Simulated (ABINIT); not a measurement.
# MnF2 (P4_2/mnm) in ABINIT: reference runs

Aim: a first look at MnF2 with PBE, on the cell as given.

Program: ABINIT 10.8.3 (patched build). These are calculated values, not measurements. Logs are shortened: lines on timing, memory, paths and dates and some standing lists are left out, and cuts for length are marked. The log counts tension as positive stress, the text compression.

## Step 1: Starting point

The structure is tetragonal, space group P4_2/mnm (No. 136). Conventional cell: a = 4.874 Å, b = 4.874 Å, c = 3.311 Å, α = 90.00°, β = 90.00°, γ = 90.00°. Mn (site symmetry mmm) has 6 F at 2.10 to 2.13 Å as nearest neighbours. F (site symmetry m2m) has 3 Mn at 2.10 to 2.13 Å as nearest neighbours.

## Step 2: Single point, PBE, collinear spin, ferromagnetic start

Contents of run.abi:

```
# Pseudopotentials
pp_dirpath "./"
pseudos "Mn.GGA_PBE-JTH.xml, F.GGA_PBE-JTH.xml"

# Structure
structure "poscar:POSCAR"
natom 6

# Plane-wave basis
ecut 26.0
pawecutdg 48.0
pawxcdev 0

# k points
kptopt 1
ngkpt 6 6 8
nshiftk 1
shiftk 0.0 0.0 0.0

# Exchange and correlation
ixc 11

# Bands and occupations
nband 37
occopt 3
tsmear 0.05 eV

# Spin
nsppol 2
spinat
     0.0000000000     0.0000000000     4.0000000000
     0.0000000000     0.0000000000     4.0000000000
     0.0000000000     0.0000000000     0.0000000000
     0.0000000000     0.0000000000     0.0000000000
     0.0000000000     0.0000000000     0.0000000000
     0.0000000000     0.0000000000     0.0000000000

# SCF cycle
nstep 100
tolvrs 1.0e-9

# Output
iomode 3
prtwf 0
prtden 0
prteig 0
prtebands 0
enunit 1
```

Contents of POSCAR:

```
MnF2
1.0
    4.8738000000      0.0000000000      0.0000000000
    0.0000000000      4.8738000000      0.0000000000
    0.0000000000      0.0000000000      3.3107000000
Mn F
2 4
Direct
    0.5000000000      0.5000000000      0.5000000000  Mn
    0.0000000000      0.0000000000      0.0000000000  Mn
    0.8053000000      0.1947000000      0.5000000000  F
    0.6947000000      0.6947000000      0.0000000000  F
    0.1947000000      0.8053000000      0.5000000000  F
    0.3053000000      0.3053000000      0.0000000000  F
```

Potentials or basis: JTH PAW PBE v2.0.

On the command line:

```bash
> mpirun --bind-to none -np 4 abinit run.abi > log 2>&1
```

run.abo:

```text
.Version 10.8.3 of ABINIT
 Symmetries : space group P4_2/m n m (#136); Bravais tP (primitive tetrag.)
================================================================================
 Values of the parameters that define the memory need of the present run
     intxc =       0    ionmov =       0      iscf =      17    lmnmax =      18
     lnmax =       6     mgfft =      45  mpssoang =       3    mqgrid =    3001
     natom =       6  nloc_mem =       2    nspden =       2   nspinor =       1
    nsppol =       2      nsym =      16    n1xccc =       1    ntypat =       2
    occopt =       3   xclevel =       2
       mpw =        3382          nfft =       60750          nkpt =          50
Pmy_natom=         2
 PAW method is used; the additional fine FFT grid is defined by:
   mgfftf=        60    nfftf =    144000
================================================================================
================================================================================

--------------------------------------------------------------------------------
------------- Echo of variables that govern the present computation ------------
--------------------------------------------------------------------------------
 -outvars: echo values of preprocessed input variables --------
            acell      1.0000000000E+00  1.0000000000E+00  1.0000000000E+00 Bohr
              amu      5.49380500E+01  1.89984032E+01
             ecut      2.60000000E+01 Hartree
           enunit           1
              ixc          11
         kptrlatt        6    0    0      0    6    0      0    0    8
          kptrlen      5.00505303E+01
            natom           6
            nband          37
            ngfft          45      45      30
          ngfftdg          60      60      40
             nkpt          50
           nspden           2
           nsppol           2
            nstep         100
             nsym          16
           ntypat           2
           occopt           3
        pawecutdg      4.80000000E+01 Hartree
         pawxcdev           0
           prtden           0
        prtebands           0
           prteig           0
            prtwf           0
            rprim      9.2101471924E+00  0.0000000000E+00  0.0000000000E+00
                       0.0000000000E+00  9.2101471924E+00  0.0000000000E+00
                       0.0000000000E+00  0.0000000000E+00  6.2563162850E+00
          spgroup         136
           spinat      0.0000000000E+00  0.0000000000E+00  4.0000000000E+00
                       0.0000000000E+00  0.0000000000E+00  4.0000000000E+00
                       0.0000000000E+00  0.0000000000E+00  0.0000000000E+00
                       0.0000000000E+00  0.0000000000E+00  0.0000000000E+00
                       0.0000000000E+00  0.0000000000E+00  0.0000000000E+00
                       0.0000000000E+00  0.0000000000E+00  0.0000000000E+00
           tolvrs      1.00000000E-09
           tsmear      1.83746611E-03 Hartree
            typat      1  1  2  2  2  2
           useylm           1
           xangst      2.4369000000E+00  2.4369000000E+00  1.6553500000E+00
                       0.0000000000E+00  0.0000000000E+00  0.0000000000E+00
                       3.9248711400E+00  9.4892886000E-01  1.6553500000E+00
                       3.3858288600E+00  3.3858288600E+00  0.0000000000E+00
                       9.4892886000E-01  3.9248711400E+00  1.6553500000E+00
                       1.4879711400E+00  1.4879711400E+00  0.0000000000E+00
            xcart      4.6050735962E+00  4.6050735962E+00  3.1281581425E+00
                       0.0000000000E+00  0.0000000000E+00  0.0000000000E+00
                       7.4169315341E+00  1.7932156584E+00  3.1281581425E+00
                       6.3982892546E+00  6.3982892546E+00  0.0000000000E+00
                       1.7932156584E+00  7.4169315341E+00  3.1281581425E+00
                       2.8118579379E+00  2.8118579379E+00  0.0000000000E+00
             xred      5.0000000000E-01  5.0000000000E-01  5.0000000000E-01
                       0.0000000000E+00  0.0000000000E+00  0.0000000000E+00
                       8.0530000000E-01  1.9470000000E-01  5.0000000000E-01
                       6.9470000000E-01  6.9470000000E-01  0.0000000000E+00
                       1.9470000000E-01  8.0530000000E-01  5.0000000000E-01
                       3.0530000000E-01  3.0530000000E-01  0.0000000000E+00
            znucl       25.00000    9.00000

================================================================================

 chkinp: Checking input parameters for consistency.

================================================================================
== DATASET  1 ==================================================================

[... 150 lines left out ...]
    1       0.000000000000      0.000000000000      0.000000000000
    2       0.000000000000      0.000000000000      0.000000000000
    3       0.006347280600     -0.006347280600      0.000000000000
    4      -0.006347280600     -0.006347280600      0.000000000000
    5      -0.006347280600      0.006347280600      0.000000000000
    6       0.006347280600      0.006347280600      0.000000000000

 cartesian coordinates (angstrom) at end:
    1      2.43690000000000     2.43690000000000     1.65535000000000
    2      0.00000000000000     0.00000000000000     0.00000000000000
    3      3.92487114000000     0.94892886000000     1.65535000000000
    4      3.38582886000000     3.38582886000000     0.00000000000000
    5      0.94892886000000     3.92487114000000     1.65535000000000
    6      1.48797114000000     1.48797114000000     0.00000000000000

 cartesian forces (hartree/bohr) at end:
    1     -0.00000000000000     0.00000000000000    -0.00000000000000
    2     -0.00000000000000     0.00000000000000    -0.00000000000000
    3     -0.00068916168955     0.00068916168955    -0.00000000000000
    4      0.00068916168955     0.00068916168955    -0.00000000000000
    5      0.00068916168955    -0.00068916168955    -0.00000000000000
    6     -0.00068916168955    -0.00068916168955    -0.00000000000000
 frms,max,avg= 4.5944113E-04 6.8916169E-04   0.000E+00  0.000E+00  0.000E+00 h/b

 cartesian forces (eV/Angstrom) at end:
    1     -0.00000000000000     0.00000000000000    -0.00000000000000
    2     -0.00000000000000     0.00000000000000    -0.00000000000000
    3     -0.03543811892643     0.03543811892643    -0.00000000000000
    4      0.03543811892643     0.03543811892643    -0.00000000000000
    5      0.03543811892643    -0.03543811892643    -0.00000000000000
    6     -0.03543811892643    -0.03543811892643    -0.00000000000000
 frms,max,avg= 2.3625413E-02 3.5438119E-02   0.000E+00  0.000E+00  0.000E+00 e/A
 length scales=  1.000000000000  1.000000000000  1.000000000000 bohr
              =  0.529177210544  0.529177210544  0.529177210544 angstroms
 Fermi (or HOMO) energy (eV) =   4.12222   Average Vxc (eV)=  -9.47846
 Eigenvalues (   eV  ) for nkpt=  50  k points, SPIN UP:
 kpt#   1, nband= 37, wtk=  0.00347, kpt=  0.0000  0.0000  0.0000 (reduced coord)
 -77.80193  -77.80146  -46.61230  -46.61230  -46.55688  -46.55688  -46.55265  -46.55083
 -21.21769  -20.70639  -20.64680  -20.64680   -4.81380   -3.95113   -3.30969   -3.12340
  -3.12340   -2.69404   -2.66594   -2.66594   -1.75935   -1.33493   -1.33493   -1.03962
   1.06518    1.14518    1.20120    1.28196    1.28196    1.78543    1.99081    2.99730
   2.99730    3.55837    4.63797    9.99961    9.99961
 prteigrs : prtvol=0 or 1, do not print more k-points.

 Eigenvalues (   eV  ) for nkpt=  50  k points, SPIN DOWN:
 kpt#   1, nband= 37, wtk=  0.00347, kpt=  0.0000  0.0000  0.0000 (reduced coord)
 -72.72668  -72.72602  -41.65203  -41.65203  -41.57959  -41.57959  -41.56986  -41.56713
 -21.01090  -20.50793  -20.45156  -20.45156   -4.27224   -3.16565   -2.89099   -2.44489
  -2.42622   -2.42622   -2.41031   -2.41031   -1.55018   -1.16089   -1.16089   -0.87267
   5.24515    5.29980    5.70208    5.78323    5.78323    5.84799    6.17771    6.18617
   7.06997    7.06997    7.57183   10.90143   10.90143
 prteigrs : prtvol=0 or 1, do not print more k-points.

--- !EnergyTerms
iteration_state     : {dtset: 1, }
comment             : Components of total free energy in Hartree
kinetic             :  6.35542777892328E+01
hartree             :  9.30967086163254E+01
xc                  : -2.08584951316792E+01
Ewald energy        : -1.82093169346745E+02
psp_core            :  9.02102601530397E+00
local_psp           : -2.56424278103347E+02
PAW spherical_terms : -1.36772503653889E+01
internal            : -3.07381180526299E+02
'-kT*entropy'       : -5.39778908535763E-09
total_energy        : -3.07381180531696E+02
total_energy_eV     : -8.36426802819360E+03
...

--- !EnergyTermsDC
iteration_state     : {dtset: 1, }
comment             : '"Double-counting" decomposition of free energy'
band_energy         : -3.81433897799255E+01
Ewald energy        : -1.82093169346745E+02
psp_core            :  9.02102601530397E+00
xc_dc               : -8.68820558698549E+01
PAW spherical_terms : -9.28359203437947E+00
internal            : -3.07381181015601E+02
'-kT*entropy'       : -5.39778908535763E-09
total_energy_dc     : -3.07381181020999E+02
total_energy_dc_eV  : -8.36426804150820E+03
...

--- !EnergyTermsWithPAWCore
iteration_state     : {dtset: 1, }
comment             : 'Components of total free energy, including PAW core contributions'
Total energy        : -2.71703092980945E+03
Total energy DC     : -2.71703093029875E+03
Total energy (eV)   : -7.39341780733217E+04
Total energy DC (eV): -7.39341780866364E+04
...

 Cartesian components of stress tensor (hartree/bohr^3)
  sigma(1 1)= -1.08170359E-04  sigma(3 2)=  0.00000000E+00
  sigma(2 2)= -1.08170359E-04  sigma(3 1)=  0.00000000E+00
  sigma(3 3)= -1.25455434E-04  sigma(2 1)=  0.00000000E+00

-Cartesian components of stress tensor (GPa)         [Pressure=  3.3520E+00 GPa]
- sigma(1 1)= -3.18248185E+00  sigma(3 2)=  0.00000000E+00
- sigma(2 2)= -3.18248185E+00  sigma(3 1)=  0.00000000E+00
- sigma(3 3)= -3.69102630E+00  sigma(2 1)=  0.00000000E+00

== END DATASET(S) ==============================================================
================================================================================

 -outvars: echo values of variables after computation  --------
            acell      1.0000000000E+00  1.0000000000E+00  1.0000000000E+00 Bohr
           etotal     -3.0738118102E+02
            fcart     -0.0000000000E+00  1.8070036208E-20 -0.0000000000E+00
                      -0.0000000000E+00  1.8070036208E-20 -0.0000000000E+00
                      -6.8916168955E-04  6.8916168955E-04 -0.0000000000E+00
                       6.8916168955E-04  6.8916168955E-04 -0.0000000000E+00
                       6.8916168955E-04 -6.8916168955E-04 -0.0000000000E+00
                      -6.8916168955E-04 -6.8916168955E-04 -0.0000000000E+00
            rprim      9.2101471924E+00  0.0000000000E+00  0.0000000000E+00
                       0.0000000000E+00  9.2101471924E+00  0.0000000000E+00
                       0.0000000000E+00  0.0000000000E+00  6.2563162850E+00
           strten     -1.0817035937E-04 -1.0817035937E-04 -1.2545543402E-04
                       0.0000000000E+00  0.0000000000E+00  0.0000000000E+00
           xangst      2.4369000000E+00  2.4369000000E+00  1.6553500000E+00
                       0.0000000000E+00  0.0000000000E+00  0.0000000000E+00
                       3.9248711400E+00  9.4892886000E-01  1.6553500000E+00
                       3.3858288600E+00  3.3858288600E+00  0.0000000000E+00
                       9.4892886000E-01  3.9248711400E+00  1.6553500000E+00
                       1.4879711400E+00  1.4879711400E+00  0.0000000000E+00
             xred      5.0000000000E-01  5.0000000000E-01  5.0000000000E-01
                       0.0000000000E+00  0.0000000000E+00  0.0000000000E+00
                       8.0530000000E-01  1.9470000000E-01  5.0000000000E-01
                       6.9470000000E-01  6.9470000000E-01  0.0000000000E+00
                       1.9470000000E-01  8.0530000000E-01  5.0000000000E-01
                       3.0530000000E-01  3.0530000000E-01  0.0000000000E+00
 Calculation completed.
```

Wall time 3.5 min (4 MPI ranks of Arm Neoverse V1, shared host); peak memory 0.92 GiB.

What came out:

* Free energy: -8364.2680 eV
* Pressure: 3.4 GPa
* Largest force: 0.050 eV/Å
* Band gap on the k mesh: 1.08 eV, direct
* Net moment: 10.00 μB per cell
* Site moments: Mn +4.48; F +0.09 μB
* Valence electrons inside the program's atomic spheres: Mn 12.98; F 5.67

Forces in eV/Å, atoms in the order of the input:
```
Mn   0.000  0.000  0.000
Mn   0.000  0.000  0.000
F   -0.035  0.035  0.000
F    0.035  0.035  0.000
F    0.035 -0.035  0.000
F   -0.035 -0.035  0.000
```

Stress tensor (GPa, compression positive):
```
3.18 0.00 0.00
0.00 3.18 0.00
0.00 0.00 3.69
```

Levels at points of the mesh, in eV from the valence-band top:
Spin up:
| k point | band 30 | band 31 | band 32 | band 33 | band 34 | band 35 | band 36 | band 37 |
| --- | --- | --- | --- | --- | --- | --- | --- | --- |
| (0.00, 0.00, 0.00) | -1.77 | -1.57 | -0.56 | -0.56 | 0.00 | 1.08 | 6.44 | 6.44 |
| (0.50, 0.00, 0.00) | -1.95 | -0.82 | -0.82 | -0.68 | -0.68 | 3.43 | 3.43 | 7.75 |
| (0.50, 0.50, 0.00) | -1.90 | -1.12 | -1.12 | -0.56 | -0.56 | 4.92 | 4.92 | 5.51 |
| (0.00, 0.00, 0.50) | -1.87 | -1.24 | -1.24 | -1.00 | -1.00 | 5.68 | 5.68 | 9.54 |
| (0.50, 0.00, 0.50) | -1.81 | -1.66 | -1.66 | -0.32 | -0.32 | 6.81 | 6.82 | 6.86 |
| (0.50, 0.50, 0.50) | -1.98 | -1.27 | -1.27 | -0.83 | -0.83 | 6.73 | 6.73 | 7.88 |
Spin down:
```csv
k point,band 22,band 23,band 24,band 25,band 26,band 27
"(0.00, 0.00, 0.00)",-4.72,-4.72,-4.43,1.69,1.74,2.14
"(0.50, 0.00, 0.00)",-5.50,-4.76,-4.76,1.91,1.91,2.35
"(0.50, 0.50, 0.00)",-5.16,-5.08,-5.08,1.79,1.79,2.24
"(0.00, 0.00, 0.50)",-5.34,-5.13,-5.13,2.15,2.15,2.25
"(0.50, 0.00, 0.50)",-5.18,-4.93,-4.93,1.88,1.88,2.29
"(0.50, 0.50, 0.50)",-4.91,-4.83,-4.83,2.12,2.12,2.22
```

Caveat: only a ferromagnetic start was run, and an antiferromagnetic order may lie lower in energy.

(Part 1 of 2 ends here.)
